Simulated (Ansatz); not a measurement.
Runs of Ansatz 0.2.0 on HfB2. It takes space group P6/mmm (No. 191, hexagonal). Conventional cell: a = 3.140 Å, b = 3.140 Å, c = 3.480 Å, α = 90.00°, β = 90.00°, γ = 120.00°. Hf (site symmetry 6/mmm) is surrounded by 12 B at 2.51 Å. Around B (site symmetry -6m2) lie 3 B at 1.81 Å. 

```tsv
task	level	spin	cell	k mesh	cutoff (eV)	points for each segment of the path	atoms under strain	gap on the mesh (eV)	pressure (GPa)	V0 of scaled cells (Å³/atom)	B0 (GPa)
band structure	PBE	off	as given	10 × 10 × 8	420	14	-	none	1.4	-	-
equation of state	PBE	off	as given	10 × 10 × 8	420	-	-	-	-	9.96	(a)
band structure	PBEsol	SOC, no magnetisation	as given	10 × 10 × 8	420	14	-	none	-4.7	-	-
phonons	PBEsol	off	as given	8 × 8 × 8	420	-	-	none	-	-	-
elastic constants	PBEsol	off	as given	8 × 8 × 8	420	-	relaxed	none	-4.4	-	-
band structure	LDA	off	as given	10 × 10 × 8	420	14	-	none	-10.1	-	-
band structure	r2SCAN	off	as given	10 × 10 × 8	500	14	-	none	(b)	-	-
single point	PBEsol	off	as given	10 × 10 × 8	420	-	-	none	-4.3	-	-
single point	PBEsol	off	atoms moved at random, drawn with an rms of 0.05 Å	10 × 10 × 8	420	-	-	none	-3.5	-	-
band structure	PBEsol	off	as given	10 × 10 × 8	420	14	-	none	-4.3	-	-
equation of state	LDA	off	as given	10 × 10 × 8	420	-	-	-	-	9.52	(c)
equation of state	r2SCAN	off	as given	10 × 10 × 8	500	-	-	-	-	9.88	257
```

Alike in all rows: potentials or basis Ansatz PAW; smearing fermi-dirac 0.05 eV.

Question: Fill in the values left out.

Answer: (a) 250; (b) -0.6; (c) 275.

Caveats: the PAW data sets come from PBE, with cores solved anew for the run's functional, which leaves a small shift of forces and pressure (some runs); spin-orbit coupling is left out, which moves the levels of the heavy elements (some runs); the cell was scaled at fixed shape and fractional positions, which overstates the stiffness of a crystal with free parameters, most of all of layers and chains (some runs); the cell is more than 3 GPa from zero pressure, which shifts response properties (some runs); elastic constants of metals need much finer meshes, so these are rough (some runs); the PAW data sets were made with another functional, which shifts forces and pressure a little (some runs).

A k mesh can miss the band edges, and rows without SOC leave out spin-orbit coupling on Hf.

A gap of «none» marks a metal or a gap under the smearing width.
